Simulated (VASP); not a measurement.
# AlN (P6_3mc) in VASP: notebook

Runs on AlN. Level: PBEsol. Tasks: relaxation of cell and atoms, single point.

All numbers are computed with VASP 6.6.1; they aren't measurements. Logs are shortened: lines on timing, memory, paths and dates and some standing lists are left out, and cuts for length are marked.

## 1. The structure

It takes space group P6_3mc (No. 186, hexagonal). The conventional cell has a = 3.068 Å, b = 3.068 Å, c = 4.908 Å, α = 90.00°, β = 90.00°, γ = 120.00°. Al (site symmetry 3m) has 4 N at 1.86 to 1.87 Å as nearest neighbours. N (site symmetry 3m) has 4 Al at 1.86 to 1.87 Å as nearest neighbours.

The cell was built by a generator and needn't be a form met in nature.

## 2. Relaxation of cell and atoms, PBEsol, target pressure 10 GPa, at which the enthalpy is minimised

The input, INCAR:

```
SYSTEM = AlN
ALGO = Normal
EDIFF = 1E-6
EDIFFG = -0.01
ENCUT = 600
GGA = PS
IBRION = 2
ISIF = 8
ISMEAR = 0
LASPH = .True.
LCHARG = .False.
LREAL = .False.
LWAVE = .False.
NELM = 80
NSW = 70
PREC = Accurate
PSTRESS = 100.0
SIGMA = 0.01
```

The input, KPOINTS:

```
k-points
0
Gamma
  9 9 7
  0 0 0
```

The input, POSCAR:

```
AlN
1.0
    1.5338305253     -2.6565944697      0.0000000000
    1.5338305253      2.6565944697      0.0000000000
    0.0000000000      0.0000000000      4.9082576808
Al N
2 2
Direct
    0.0000000000      0.0000000000      0.0000000000
    0.6666666667      0.3333333333      0.5000000000
    0.0000000000      0.0000000000      0.3820000000
    0.6666666667      0.3333333333      0.8820000000
```

Potentials or basis: VASP PAW PBE potentials, release 64 (Al, N).

Started as:

```
$ cat potpaw_PBE.64/Al/POTCAR potpaw_PBE.64/N/POTCAR > POTCAR
$ mpirun -np 1 vasp_std > vasp.out
```

OUTCAR:

```text
SYSTEM = AlN
   EDIFF = 1E-6
   EDIFFG = -0.01
   ENCUT = 600
   GGA = PS
   IBRION = 2
   ISIF = 8
   ISMEAR = 0
   LASPH = .True.
   LREAL = .False.
   NELM = 80
   NSW = 70
   PREC = Accurate
   PSTRESS = 100.0

 ion  position               nearest neighbor table
   1  0.000  0.000  0.000-   4 1.86   4 1.86   4 1.86   3 1.87   2 3.03   2 3.03   2 3.03   2 3.03
                             2 3.03   2 3.03
   2  0.667  0.333  0.500-   3 1.86   3 1.86   3 1.86   4 1.87   1 3.03   1 3.03   1 3.03   1 3.03
                             1 3.03   1 3.03
   3  0.000  0.000  0.382-   2 1.86   2 1.86   2 1.86   1 1.87
   4  0.667  0.333  0.882-   1 1.86   1 1.86   1 1.86   2 1.87

  LATTYP: Found a base centered orthorhombic cell.
 ALAT       =     3.0676610506
 B/A-ratio  =     1.7319999999
 C/A-ratio  =     1.5999999999

  Lattice vectors:

 A1 = (   1.5338305253,  -2.6565944697,   0.0000000000)
 A2 = (   1.5338305253,   2.6565944697,   0.0000000000)
 A3 = (   0.0000000000,   0.0000000000,   4.9082576808)

Analysis of symmetry for initial positions (statically):
=====================================================================
 Subroutine PRICEL returns:
 Original cell was already a primitive cell.

 Routine SETGRP: Setting up the symmetry group for a
 base centered orthorhombic supercell.

 Subroutine GETGRP returns: Found  4 space group operations
 (whereof  2 operations were pure point group operations)
 out of a pool of  8 trial point group operations.

The static configuration has the point symmetry C_1h.
 The point group associated with its full space group is C_2v.

Analysis of symmetry for dynamics (positions and initial velocities):
=====================================================================
 Subroutine PRICEL returns:
 Original cell was already a primitive cell.

 Routine SETGRP: Setting up the symmetry group for a
 base centered orthorhombic supercell.

 Subroutine GETGRP returns: Found  4 space group operations
 (whereof  2 operations were pure point group operations)
 out of a pool of  8 trial point group operations.

The dynamic configuration has the point symmetry C_1h.
 The point group associated with its full space group is C_2v.

 Subroutine INISYM returns: Found  4 space group operations
 (whereof  2 operations are pure point group operations),
 and found     1 'primitive' translations

----------------------------------------------------------------------------------------

                                     Primitive cell

  volume of cell :      40.0000
[... 115 lines left out ...]
  Fermi-wavevector in a.u.,A,eV,Ry     =   1.206225  2.279434 19.796173  1.454978
  Thomas-Fermi vector in A             =   2.341898
   LORBIT       =      0    0 simple, 1 ext, 2 COOP (PROOUT), +10 PAW based schemes
   GGA     = PS    functional components
   LHFCALC =     F    Hartree Fock is set to
   AEXX    =    0.0000 exact exchange contribution
   IVDW    =     0    specifies the selected vdW correction
   LEPSILON=     F    determine dielectric tensor
   LRPA    =     F    only Hartree local field effects (RPA)
 conjugate gradient relaxation of ions
 non-spin polarized calculation
 Gauss-broadening in eV      SIGMA  =   0.01
  energy-cutoff  :      600.00
  volume of cell :       40.00
 maximum number of plane-waves:      1362
 NGX is ok and might be reduce to    28
   NGX = 13   NGY = 13   NGZ = 19

--------------------------------------- Ionic step        1  -------------------------------------------

 number of electron      16.0000000 magnetization

 Free energy of the ion-electron system (eV)
  ---------------------------------------------------
  ext. energy  EPLUGINS =         0.00000000
  ---------------------------------------------------
  free energy    TOTEN  =       -31.25955665 eV

  energy without entropy =      -31.25955665  energy(sigma->0) =      -31.25955665

------------------------ aborting loop because EDIFF is reached ----------------------------------------

  FORCE on cell =-STRESS in cart. coord.  units (eV):
  Direction    XX          YY          ZZ          XY          YZ          ZX
  --------------------------------------------------------------------------------------
  -------------------------------------------------------------------------------------
  Total        2.4869241      2.4897945      2.3443536      0.0000000      0.0000000      0.0000000
  in kB       99.6123371     99.7273088     93.9017556      0.0000000      0.0000000      0.0000000
  external PRESSURE =      -2.2528662 kB  Pullay stress =     100.0000000 kB
[... 67 lines left out ...]
--------------------------------------- Ionic step        3  -------------------------------------------

 number of electron      16.0000000 magnetization

 Free energy of the ion-electron system (eV)
  ---------------------------------------------------
  ext. energy  EPLUGINS =         0.00000000
  ---------------------------------------------------
  free energy    TOTEN  =       -31.25709039 eV

  energy without entropy =      -31.25709039  energy(sigma->0) =      -31.25709039

 E-fermi :   6.6262     XC(G=0): -11.3023

 val. band max:        6.5068278480   @ k =   0.0000   0.0000   0.0000
 cond. band min:      11.0226789300   @ k =   0.0000   0.0000   0.0000
 fundamental gap:      4.5158510820
 Fermi energy:         6.6261548322

 k-point     1 :       0.0000    0.0000    0.0000
  band No.  band energies     occupation
      1      -8.9440      2.00000
      2      -6.6156      2.00000
      3       0.2403      2.00000
      4       5.5998      2.00000
      5       5.6000      2.00000
      6       6.2650      2.00000
      7       6.2652      2.00000
      8       6.5068      2.00000
      9      11.0227      0.00000
     10      13.4499      0.00000
     11      17.3740      0.00000
     12      17.8491      0.00000
[... 331 lines left out ...]
 k-point    24 :       0.4444    0.4444    0.0000
  band No.  band energies     occupation
      1      -6.7382      2.00000
      2      -6.0607      2.00000
      3       0.9418      2.00000
      4       2.2958      2.00000
      5       3.1347      2.00000
      6       3.8360      2.00000
      7       4.5980      2.00000
      8       5.3451      2.00000
      9      12.1316      0.00000
     10      13.0139      0.00000
     11      15.2782      0.00000
     12      16.8799      0.00000

 [... further k-points ...]

------------------------ aborting loop because EDIFF is reached ----------------------------------------

  FORCE on cell =-STRESS in cart. coord.  units (eV):
  Direction    XX          YY          ZZ          XY          YZ          ZX
  --------------------------------------------------------------------------------------
  -------------------------------------------------------------------------------------
  Total        2.5767745      2.5787855      2.3786296      0.0000000      0.0000000      0.0000000
  in kB      103.3153281    103.3959591     95.3707453      0.0000000      0.0000000      0.0000000
  external PRESSURE =       0.6940108 kB  Pullay stress =     100.0000000 kB
[... 23 lines left out ...]
  energy  without entropy=      -31.2570903886  energy(sigma->0) =      -31.25709039

  enthalpy is  TOTEN    =       -28.7630030865 eV   P V=        2.4940873021

 reached required accuracy - stopping structural energy minimisation
```

OSZICAR:

```text
N       E                     dE             d eps       ncg     rms          rms(c)
DAV:   1     0.578846261519E+02    0.57885E+02   -0.81979E+03  2432   0.132E+03
DAV:   2    -0.315204908598E+02   -0.89405E+02   -0.82121E+02  3440   0.257E+02
DAV:   3    -0.358546681613E+02   -0.43342E+01   -0.43149E+01  3152   0.606E+01
[... 17 lines left out ...]
       N       E                     dE             d eps       ncg     rms          rms(c)
DAV:   1    -0.312571353128E+02   -0.26533E-02   -0.36918E-03  2432   0.582E-01    0.431E-02
DAV:   2    -0.312570933947E+02    0.41918E-04   -0.14739E-04  2988   0.110E-01    0.151E-02
DAV:   3    -0.312570908675E+02    0.25272E-05   -0.14469E-05  2640   0.334E-02    0.445E-03
DAV:   4    -0.312570903886E+02    0.47885E-06   -0.13426E-06  1268   0.108E-02
   3 F= -.28763003E+02 E0= -.28763003E+02  d E =-.489819E-04
```

CONTCAR:

```text
AlN
   1.00000000000000
     1.5333152579917386   -2.6557020267221314    0.0000000000000000
     1.5333152579917386    2.6557020267221314    0.0000000000000000
     0.0000000000000000    0.0000000000000000    4.9066088254136178
  Al              N
     2     2
Direct
     0.0000014989863521    0.9999985010136480    0.9998885119680091
     0.6666651677136509    0.3333348322863491    0.4998885119680091
     0.0000017059171030    0.9999982940828970    0.3821114880319888
     0.6666649607828999    0.3333350392171001    0.8821114880319888

  0.00000000E+00  0.00000000E+00  0.00000000E+00
  0.00000000E+00  0.00000000E+00  0.00000000E+00
  0.00000000E+00  0.00000000E+00  0.00000000E+00
  0.00000000E+00  0.00000000E+00  0.00000000E+00
```

Wall time 76 s (1 thread of Intel Xeon Platinum 8259CL at 2.50GHz (Skylake/Cascade Lake), shared host); peak memory 0.2 GiB.

What came out:

```
Free energy                                            : -31.2571 eV
Relaxed volume                                         : 9.99 Å³/atom
Relaxed cell                                           : a = 3.067 Å, b = 3.067 Å, c = 4.907 Å, α = 90.00°, β = 90.00°, γ = 120.00°
Space group after relaxing (to 0.05 Å)                 : P6_3mc (No. 186)
Energy change on relaxing (the enthalpy is what falls) : +0.6 meV/atom
Ionic steps                                            : 3
Pressure after relaxing                                : 10.1 GPa
Largest force after relaxing                           : 0.008 eV/Å
Band gap on the k mesh                                 : 4.52 eV, direct
```

Forces on the atoms (eV/Å):
```
Al   0.000  0.000 -0.008
Al   0.000  0.000 -0.008
N    0.000  0.000  0.008
N    0.000  0.000  0.008
```

Step by step:
```tsv
step	energy change (eV)	largest force (eV/Å)	pressure (GPa)	volume (Å³)
1	0.0000	0.0229	9.77	40.00
2	0.0051	0.0082	10.31	39.92
3	0.0025	0.0076	10.07	39.96
```

Final structure:
```cif
data_structure
_symmetry_space_group_name_H-M 'P 1'
_symmetry_Int_Tables_number 1
_cell_length_a 3.0666
_cell_length_b 3.0666
_cell_length_c 4.9066
_cell_angle_alpha 90.000
_cell_angle_beta 90.000
_cell_angle_gamma 119.999
_cell_volume 39.96
loop_
_atom_site_label
_atom_site_type_symbol
_atom_site_fract_x
_atom_site_fract_y
_atom_site_fract_z
_atom_site_occupancy
Al1 Al 0.00000 0.00000 0.99989 1
Al2 Al 0.66667 0.33333 0.49989 1
N1 N 0.00000 0.00000 0.38211 1
N2 N 0.66666 0.33333 0.88211 1
```

Caveat: the cell is relaxed towards a set pressure, so the enthalpy falls and the energy may rise; the PAW data sets were made with another functional, which shifts forces and pressure a little; an odd mesh through Γ misses points on the zone boundary, where band edges often lie. PBEsol gaps usually lie below the measured ones, often by a third to a half.

(Continued in part 2 of 2.)
